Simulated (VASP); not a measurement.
# Te (P6_3/mmc) in VASP: further runs, part 2 of 2

VASP 6.6.1.

**4. Single point, PBEsol**

This run uses another cell than the first one, of 27.02 Å³/atom, 0.920 times its volume.

INCAR reads:

```
PREC     = Accurate       # precision mode
ENCUT    = 520            # plane-wave cutoff, eV
EDIFF    = 1E-6           # SCF threshold, eV
ISMEAR   = -1             # smearing method
SIGMA    = 0.1            # smearing width, eV
LREAL    = False          # projectors in reciprocal space
LASPH    = True           # aspherical terms in the spheres
NELM     = 60             # most SCF steps
ALGO     = Normal         # electronic algorithm
ISIF     = 2              # what is computed and relaxed
LWAVE    = False          # write WAVECAR
LCHARG   = False          # write CHGCAR
GGA      = PS             # functional
NBANDS   = 13             # bands
```

KPOINTS reads:

```
regular mesh
0
Gamma
  11 11 8
```

POSCAR reads:

```
Te
1.0
    3.8084499179      0.0000000000      0.0000000000
   -1.9042249589      3.2982143779      0.0000000000
    0.0000000000      0.0000000000      4.3020553216
Te
2
Direct
    0.3333333333      0.6666666667      0.2500000000
    0.6666666667      0.3333333333      0.7500000000
```

Potentials or basis: VASP PAW PBE potentials, release 64 (Te).

Started as:

```
cat potpaw_PBE.64/Te/POTCAR > POTCAR
mpirun -np 1 vasp_std > vasp.out
```

OUTCAR:

```text
PREC = Accurate
   ENCUT = 520
   EDIFF = 1E-6
   ISMEAR = -1
   LREAL = False
   LASPH = True
   NELM = 60
   ISIF = 2
   GGA = PS

 ion  position               nearest neighbor table
   1  0.333  0.667  0.250-   2 3.08   2 3.08   2 3.08   2 3.08   2 3.08   2 3.08
   2  0.667  0.333  0.750-   1 3.08   1 3.08   1 3.08   1 3.08   1 3.08   1 3.08

  LATTYP: Found a hexagonal cell.
 ALAT       =     3.8084499179
 C/A-ratio  =     1.1296079545

  Lattice vectors:

 A1 = (   3.8084499179,   0.0000000000,   0.0000000000)
 A2 = (  -1.9042249589,   3.2982143779,   0.0000000000)
 A3 = (   0.0000000000,   0.0000000000,   4.3020553216)

Analysis of symmetry for initial positions (statically):
=====================================================================
 Subroutine PRICEL returns:
 Original cell was already a primitive cell.

 Routine SETGRP: Setting up the symmetry group for a
 hexagonal supercell.

 Subroutine GETGRP returns: Found 24 space group operations
 (whereof 12 operations were pure point group operations)
 out of a pool of 24 trial point group operations.

The static configuration has the point symmetry D_3d.
[... 176 lines left out ...]
      5       6.9156      2.00000
      6       9.8894      0.00002
      7       9.8894      0.00002
      8      11.5526      0.00000
      9      12.8671      0.00000
     10      14.7004      0.00000
     11      16.7910      0.00000
     12      16.7910      0.00000
     13      18.1226      0.00000
[... 354 lines left out ...]
  band No.  band energies     occupation
      1      -5.3482      2.00000
      2      -0.7887      2.00000
      3       3.5782      2.00000
      4       5.4265      2.00000
      5       6.2447      2.00000
      6       8.3019      1.97123
      7      10.1836      0.00000
      8      10.7858      0.00000
      9      13.3887      0.00000
     10      14.6635      0.00000
     11      16.1419      0.00000
     12      17.4793      0.00000
     13      18.0971      0.00000

 [... further k-points ...]

------------------------ aborting loop because EDIFF is reached ----------------------------------------

  FORCE on cell =-STRESS in cart. coord.  units (eV):
  Direction    XX          YY          ZZ          XY          YZ          ZX
  --------------------------------------------------------------------------------------
  -------------------------------------------------------------------------------------
  Total        1.6774093      1.6774093      2.6633146      0.0000000     -0.0000000      0.0000000
  in kB       49.7332113     49.7332113     78.9641450      0.0000000     -0.0000000      0.0000000
  external PRESSURE =      59.4768559 kB  Pullay stress =       0.0000000 kB

 VOLUME and BASIS-vectors are now :
 -----------------------------------------------------------------------------
  energy-cutoff  :      520.00
  volume of cell :       54.04
      direct lattice vectors                 reciprocal lattice vectors
     3.808449918  0.000000000  0.000000000     0.262574019  0.151597180  0.000000000
    -1.904224959  3.298214378  0.000000000     0.000000000  0.303194361  0.000000000
     0.000000000  0.000000000  4.302055322     0.000000000  0.000000000  0.232447034

 POSITION                                       TOTAL-FORCE (eV/Angst)
 -----------------------------------------------------------------------------------
     -0.00000      2.19881      1.07551         0.000000      0.000000      0.000000
      1.90422      1.09940      3.22654        -0.000000     -0.000000      0.000000
 -----------------------------------------------------------------------------------
    total drift:                                0.000000     -0.000000      0.000000

  FREE ENERGIE OF THE ION-ELECTRON SYSTEM (eV)
  ---------------------------------------------------
  free  energy   TOTEN  =        -6.7314011134 eV

  energy  without entropy=       -6.6991776157  energy(sigma->0) =       -6.71528936
```

stdout:

```text
POSCAR found type information on POSCAR Te
 POSCAR found :  1 types and       2 ions
 scaLAPACK will be used
 -----------------------------------------------------------------------------
|                                                                             |
|                                                                             |
|     You enforced a specific xc type in the INCAR file but a different       |
|     I HOPE YOU KNOW WHAT YOU ARE DOING!                                     |
|                                                                             |
 -----------------------------------------------------------------------------

 LDA part: xc-table for (Slater+PW92), standard interpolation
 POSCAR, INCAR and KPOINTS ok, starting setup
 FFT: planning ... GRIDC
 FFT: planning ... GRID_SOFT
 FFT: planning ... GRID
 WAVECAR not read
 entering main loop
```

Run time: 17 s. Hardware: 1 thread of Intel Xeon Platinum 8559C (Emerald Rapids), shared host; peak memory 0.19 GiB.

What came out:

- Free energy: -6.7314 eV
- Pressure: 5.9 GPa
- Band gap on the k mesh: none (metal or under the smearing width)

Stress tensor (GPa, compression positive):
```
4.97 0.00 0.00
0.00 4.97 0.00
0.00 0.00 7.90
```

Caveat: the PAW data sets were made with another functional, which shifts forces and pressure a little. The run has no spin-orbit coupling, so splittings on Te are missing.

**5. Overview**

| cell | k mesh | gap on the mesh (eV) | pressure (GPa) |
| --- | --- | --- | --- |
| P6_3/mmc, 29.37 Å³/atom | 15 × 15 × 12 | none | 0.1 |
| P6_3/mmc, 30.54 Å³/atom | 11 × 11 × 8 | none | -2.1 |
| P6_3/mmc, 27.02 Å³/atom | 11 × 11 × 8 | none | 5.9 |

Alike in all rows: task single point; level PBEsol; potentials or basis VASP PAW PBE potentials, release 64 (Te); no spin polarisation; cutoff (eV) 520; smearing fermi-dirac 0.1 eV.

Every run on the cell as given and a fine mesh finds a metal.

Caveats: the PAW data sets were made with another functional, which shifts forces and pressure a little.

Absolute energies hang on the potentials; compare differences alone.
